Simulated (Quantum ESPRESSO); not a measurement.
HgTe (Coloradoite): equation of state with optB88-vdW

HgTe (Coloradoite):

```
CELL_PARAMETERS angstrom
0.00000 3.21450 3.21450
3.21450 0.00000 3.21450
3.21450 3.21450 0.00000
ATOMIC_POSITIONS crystal
Hg 0.00000 0.00000 0.00000
Te 0.75000 0.75000 0.75000
```

| Property | Result |
| --- | --- |
| Program | Quantum ESPRESSO 7.5 |
| Task | equation of state |
| Functional | optB88-vdW |
| Potentials or basis | PseudoDojo 0.4.1 SR PBE standard |
| Cutoff | 1088 eV |
| Density cutoff | 4354 eV |
| k mesh | 7 × 7 × 7 |
| Occupations | fermi-dirac, width 0.05 eV |
| Spin | no spin polarisation |

```json
{"Equilibrium volume": "36.42 Å³/atom (rough: see the caveat)", "Bulk modulus": "36 GPa (rough)"}
```

Energy against volume, from the lowest point:
| volume (Å³/atom) | energy (meV/atom) |
| --- | --- |
| 31.223 | 110.01 |
| 31.887 | 78.83 |
| 32.551 | 53.56 |
| 33.215 | 33.59 |
| 33.880 | 18.33 |
| 34.544 | 7.28 |
| 35.208 | 0.00 |

All runs of the series together: 8.1 min on 1 thread of AMD EPYC 9R45 96-Core Processor (Zen 5) (shared host).

Caveat: the potentials were made for another functional, which shifts forces and pressure; the minimum lies outside the volumes run. Spin-orbit coupling is left out, which matters for the levels of Hg, Te.
